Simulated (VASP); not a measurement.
# Ga (C2/c) in VASP: further runs

The runs below take Ga through single point, with PBE.

All numbers are computed with VASP 6.6.1; they aren't measurements. Logs are shortened: lines on timing, memory, paths and dates and some standing lists are left out, and cuts for length are marked.

## Step 1: The structure

Symmetry: C2/c, No. 15, monoclinic system. The conventional cell has a = 2.766 Å, b = 8.053 Å, c = 3.332 Å, α = 90.00°, β = 92.02°, γ = 90.00°. Ga (site symmetry 2) has 8 Ga at 2.69 to 2.92 Å as nearest neighbours.

This isn't the form of Ga at room conditions, which is orthorhombic.

## Step 2: Single point, PBE

File INCAR:

```
PREC = Accurate
ENCUT = 550
EDIFF = 1E-6
ISMEAR = 0
SIGMA = 0.15
LREAL = False
LASPH = True
NELM = 100
ALGO = Normal
ISIF = 2
LWAVE = False
LCHARG = False
GGA = PE
NBANDS = 20
ADDGRID = False
```

File KPOINTS:

```
regular mesh
0
Gamma
  6 6 5
```

File POSCAR:

```
Ga
1.0
    1.3830000000     -4.0265000000      0.0000000000
    1.3830000000      4.0265000000      0.0000000000
   -0.1174474948      0.0000000000      3.3299294416
Ga
2
Direct
    0.0863460000      0.8268100000      0.7848140000
    0.8777350000      0.1376800000      0.2531650000
```

Potentials or basis: VASP PAW PBE potentials, release 64 (Ga_d).

On the command line:

```console
> cat potpaw_PBE.64/Ga_d/POTCAR > POTCAR
> mpirun -np 1 vasp_std > vasp.out
```

OUTCAR:

```text
PREC = Accurate
   ENCUT = 550
   EDIFF = 1E-6
   ISMEAR = 0
   LREAL = False
   LASPH = True
   NELM = 100
   ISIF = 2
   GGA = PE

 Found     92 irreducible k-points:

 Following reciprocal coordinates:
            Coordinates               Weight
  0.000000  0.000000  0.000000      1.000000
  0.166667  0.000000  0.000000      2.000000
 -0.000000 -0.166667  0.000000      2.000000
  0.333333  0.000000  0.000000      2.000000
 -0.000000 -0.333333 -0.000000      2.000000
  0.500000 -0.000000  0.000000      1.000000
   k-points           NKPTS =     92   k-points in BZ     NKDIM =     92   number of bands    NBANDS=     20
   number of dos      NEDOS =    301   number of ions     NIONS =      2
   total plane-waves  NPLWV =  36288
   dimension x,y,z NGX =    36 NGY =   36 NGZ =   28
   dimension x,y,z NGXF=    72 NGYF=   72 NGZF=   56
   ions per type =               2
   NGX,Y,Z   is equivalent  to a cutoff of  14.06, 14.06, 13.97 a.u.
   NGXF,Y,Z  is equivalent  to a cutoff of  28.12, 28.12, 27.94 a.u.
 SYSTEM =  unknown system
   PREC   = accura    normal or accurate (medium, high low for compatibility)
   ISTART =      0    job   : 0-new  1-cont  2-samecut
   ICHARG =      2    charge: 1-file 2-atom 10-const
   ISPIN  =      1    spin polarized calculation?
   LNONCOLLINEAR =      F non collinear calculations
   LSORBIT =      F    spin-orbit coupling
   LASPH  =      T    aspherical Exc in radial PAW
   ENCUT  =  550.0 eV  40.42 Ry    6.36 a.u.   8.14  8.14  6.37*2*pi/ulx,y,z
   NELM   =    100;   NELMIN=  2; NELMDL= -5     # of ELM steps
   EDIFF  = 0.1E-05   stopping-criterion for ELM
[... 8 lines left out ...]
   TEBEG  =    0.0;   TEEND  =   0.0 temperature during run
   PSTRESS=    0.0 pullay stress
   NELECT =      26.0000    total number of electrons
   NUPDOWN=      -1.0000    fix difference up-down
   EMIN   =  10.00;   EMAX   =-10.00  energy-range for DOS
   EFERMI =   0.00;   METHOD = LEGACY
   ISMEAR =     0;   SIGMA  =   0.15  broadening in eV -4-tet -1-fermi 0-gaus
   EFERMI_NEDOS =   21; number of points for ismear=-14 and -15
   IALGO  =     38    algorithm
   IMIX   =      4    mixing-type and parameters
     AMIX     =   0.40;   BMIX     =  1.00
     AMIX_MAG =   1.60;   BMIX_MAG =  1.00
  volume/ion in A,a.u.               =      18.54       125.14
  Fermi-wavevector in a.u.,A,eV,Ry     =   1.454323  2.748273 28.777089  2.115056
  Thomas-Fermi vector in A             =   2.571487
   LORBIT       =      0    0 simple, 1 ext, 2 COOP (PROOUT), +10 PAW based schemes
   GGA     = PE    functional components
   LHFCALC =     F    Hartree Fock is set to
   AEXX    =    0.0000 exact exchange contribution
   IVDW    =     0    specifies the selected vdW correction
   LEPSILON=     F    determine dielectric tensor
   LRPA    =     F    only Hartree local field effects (RPA)
 non-spin polarized calculation
 Gauss-broadening in eV      SIGMA  =   0.15
  energy-cutoff  :      550.00
  volume of cell :       37.09
 maximum number of plane-waves:      1100
 NGX is ok and might be reduce to    36
   NGX = 17   NGY = 17   NGZ = 13

 number of electron      26.0000005 magnetization

 Free energy of the ion-electron system (eV)
  ---------------------------------------------------
  ext. energy  EPLUGINS =         0.00000000
  ---------------------------------------------------
  free energy    TOTEN  =        -5.72218941 eV

  energy without entropy =       -5.70981376  energy(sigma->0) =       -5.71600159

 E-fermi :   5.6050     XC(G=0): -11.0556

 val. band max:        5.6023818201   @ k =   0.3333   0.0000   0.4000
 cond. band min:       5.6766198163   @ k =   0.5000  -0.0000   0.0000
 fundamental gap:      0.0742379961
 Fermi energy:         5.6050284209

 k-point     1 :       0.0000    0.0000    0.0000
  band No.  band energies     occupation
      1      -9.5326      2.00000
      2      -9.5031      2.00000
      3      -9.4612      2.00000
      4      -9.4419      2.00000
      5      -9.1846      2.00000
      6      -9.1638      2.00000
[... 12 lines left out ...]
     19      16.5349      0.00000
     20      18.7228      0.00000

 k-point     2 :       0.1667    0.0000    0.0000
  band No.  band energies     occupation
      1      -9.5126      2.00000
      2      -9.4707      2.00000
      3      -9.4141      2.00000
      4      -9.3457      2.00000
      5      -9.2256      2.00000
      6      -9.2153      2.00000
[... 12 lines left out ...]
     19      16.8448      0.00000
     20      20.2848      0.00000

 k-point     3 :      -0.0000   -0.1667    0.0000
  band No.  band energies     occupation
      1      -9.5030      2.00000
      2      -9.4637      2.00000
      3      -9.4060      2.00000
      4      -9.3467      2.00000
      5      -9.2237      2.00000
      6      -9.2121      2.00000
[... 12 lines left out ...]
     19      16.9251      0.00000
     20      20.3332      0.00000

 k-point     4 :       0.3333    0.0000    0.0000
  band No.  band energies     occupation
      1      -9.4846      2.00000
      2      -9.4263      2.00000
      3      -9.3567      2.00000
      4      -9.3519      2.00000
      5      -9.3171      2.00000
      6      -9.2067      2.00000
[... 12 lines left out ...]
     19      17.2050      0.00000
     20      18.5639      0.00000

 k-point     5 :      -0.0000   -0.3333   -0.0000
  band No.  band energies     occupation
      1      -9.4461      2.00000
      2      -9.4042      2.00000
      3      -9.3480      2.00000
      4      -9.3139      2.00000
      5      -9.2850      2.00000
      6      -9.2250      2.00000
[... 12 lines left out ...]
     19      17.2245      0.00000
     20      18.6564      0.00000

 k-point     6 :       0.5000   -0.0000    0.0000
  band No.  band energies     occupation
      1      -9.4759      2.00000
      2      -9.4403      2.00000
      3      -9.3908      2.00000
      4      -9.3519      2.00000
      5      -9.3452      2.00000
      6      -9.2238      2.00000
[... 12 lines left out ...]
     19      16.3747      0.00000
     20      17.1152      0.00000

 [... further k-points ...]

------------------------ aborting loop because EDIFF is reached ----------------------------------------

  FORCE on cell =-STRESS in cart. coord.  units (eV):
  Direction    XX          YY          ZZ          XY          YZ          ZX
  --------------------------------------------------------------------------------------
  -------------------------------------------------------------------------------------
  Total        0.9925926      0.1881423      0.2845690      0.0122873      0.1070519      0.1348148
  in kB       42.8811783      8.1279700     12.2937183      0.5308252      4.6247697      5.8241612
  external PRESSURE =      21.1009556 kB  Pullay stress =       0.0000000 kB

 VOLUME and BASIS-vectors are now :
 -----------------------------------------------------------------------------
  energy-cutoff  :      550.00
  volume of cell :       37.09
      direct lattice vectors                 reciprocal lattice vectors
     1.383000000 -4.026500000  0.000000000     0.361532899 -0.124177325  0.012751361
     1.383000000  4.026500000  0.000000000     0.361532899  0.124177325  0.012751361
    -0.117447495  0.000000000  3.329929442     0.000000000  0.000000000  0.300306663

 POSITION                                       TOTAL-FORCE (eV/Angst)
 -----------------------------------------------------------------------------------
      1.17072      2.98148      2.61338        -0.000437     -0.233166     -0.190797
      1.37459     -2.97983      0.84302         0.000437      0.233166      0.190797
 -----------------------------------------------------------------------------------
    total drift:                               -0.000005      0.000007     -0.000026

  FREE ENERGIE OF THE ION-ELECTRON SYSTEM (eV)
  ---------------------------------------------------
  free  energy   TOTEN  =        -5.7221894136 eV

  energy  without entropy=       -5.7098137634  energy(sigma->0) =       -5.71600159
```

Wall time 59 s (1 thread of Intel Xeon Platinum 8259CL at 2.50GHz (Skylake/Cascade Lake), shared host); peak memory 0.21 GiB.

These settings aren't checked as converged: the numbers below hold their error.

Results:

```yaml
Free_energy: -5.7222 eV
Pressure: 2.1 GPa
Largest_force: 0.301 eV/Å
Band_gap_on_the_k_mesh: none (metal or under the smearing width)
```

Caveat: the k mesh is coarse (spacing up to 0.40 Å⁻¹), so the values aren't converged.

## Step 3: Single point, PBE

INCAR: that of step 2 with these lines changed.

```diff
@@ -1,3 +1,3 @@
 PREC = Accurate
-ENCUT = 550
+ENCUT = 400
 EDIFF = 1E-6
```

File KPOINTS:

```
regular mesh
0
Gamma
  7 7 6
```

File POSCAR:

```
Ga
1.0
    1.3830000000     -4.0265000000      0.0000000000
    1.3830000000      4.0265000000      0.0000000000
   -0.1174474948      0.0000000000      3.3299294416
Ga
2
Direct
    0.1310000000      0.8690000000      0.7500000000
    0.8690000000      0.1310000000      0.2500000000
```

Potentials or basis: VASP PAW PBE potentials, release 64 (Ga_d).

On the command line:

```console
> cat potpaw_PBE.64/Ga_d/POTCAR > POTCAR
> mpirun -np 1 vasp_std > vasp.out
```

Run time: 54 s. Hardware: 1 thread of Intel Xeon Platinum 8259CL at 2.50GHz (Skylake/Cascade Lake), shared host; peak memory 0.17 GiB.

The run converged, but some of its settings lie outside the range that counts as converged, so its numbers aren't taken as properties of the crystal.

Results:

```yaml
Free_energy: -5.7339 eV
Pressure: 1.8 GPa
Largest_force: 0.143 eV/Å
Band_gap_on_the_k_mesh: none (metal or under the smearing width)
```

## Step 4: For comparison

An earlier run on the cell as given: functional PBE; potentials or basis VASP PAW PBE potentials, release 64 (Ga_d); cutoff 520 eV; k mesh 10 × 10 × 8; occupations fermi-dirac, width 0.05 eV; no spin polarisation.

* Pressure: 1.8 GPa
* Largest force: 0.203 eV/Å
* Band gap on the k mesh: none (metal or under the smearing width)
